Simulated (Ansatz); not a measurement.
**Pd: relaxation of cell and atoms with revPBE**

The system is Pd.

```
Pd
1.0
    -1.57228    1.57228    1.57228
     1.57228   -1.57228    1.57228
     1.57228    1.57228   -1.57228
Pd
1
Direct
  0.00000 0.00000 0.00000
```

This isn't the form of Pd at room conditions, which is fcc.

```yaml
Program: Ansatz 0.2.0
Task: relaxation of cell and atoms
Functional: revPBE
Potentials_or_basis: Ansatz PAW
Cutoff: "420 eV (not typed: the program's choice for these potentials)"
k_mesh: 12 × 12 × 12
Occupations: fermi-dirac, width 0.05 eV
Spin: no spin polarisation
```

The relaxed volume is 15.76 Å³/atom. The relaxed cell is a = 2.735 Å, b = 2.735 Å, c = 2.735 Å, α = 109.47°, β = 109.47°, γ = 109.47°, the space group after relaxing (to 0.05 Å) is Im-3m (No. 229) and the energy gained by relaxing is 1.3 meV/atom. The ionic steps are 6 and the pressure after relaxing is 0.0 GPa. The band gap on the k mesh is none (metal or under the smearing width).

Step by step:
| step | energy change (eV) | largest force (eV/Å) | volume (Å³) |
| --- | --- | --- | --- |
| 1 | 0.0000 | 0.0000 | 15.55 |
| 2 | -0.0006 | 0.0000 | 15.90 |
| 3 | -0.0013 | 0.0000 | 15.76 |
| 4 | -0.0013 | 0.0000 | 15.76 |
| 5 | -0.0013 | 0.0000 | 15.76 |
| 6 | -0.0013 | 0.0000 | 15.76 |

Final structure:
```
CELL_PARAMETERS angstrom
-1.57932 1.57932 1.57932
1.57932 -1.57932 1.57932
1.57932 1.57932 -1.57932
ATOMIC_POSITIONS crystal
Pd 0.00000 0.00000 0.00000
```

Levels at points of the mesh, in eV from the Fermi level:
```csv
k point,band 6,band 7,band 8,band 9,band 10,band 11,band 12,band 13
"(0.00, 0.00, 0.00)",-2.66,-2.66,-2.66,-0.86,-0.86,19.07,19.07,19.07
"(0.00, 0.00, -0.50)",-3.74,-0.93,-0.65,0.55,1.55,7.45,14.94,17.23
"(-0.50, -0.50, -0.50)",-4.71,0.20,0.20,0.20,9.05,9.05,9.05,16.62
```

Run time: 2.6 s on 2 threads of Arm Neoverse V2, with other jobs on the host, peak memory 0.27 GiB.

Caveat: the plane-wave basis is chosen anew once the cell has moved, so the energies of steps on either side of that aren't comparable; the PAW data sets come from PBE, with cores solved anew for the run's functional, which leaves a small shift of forces and pressure.
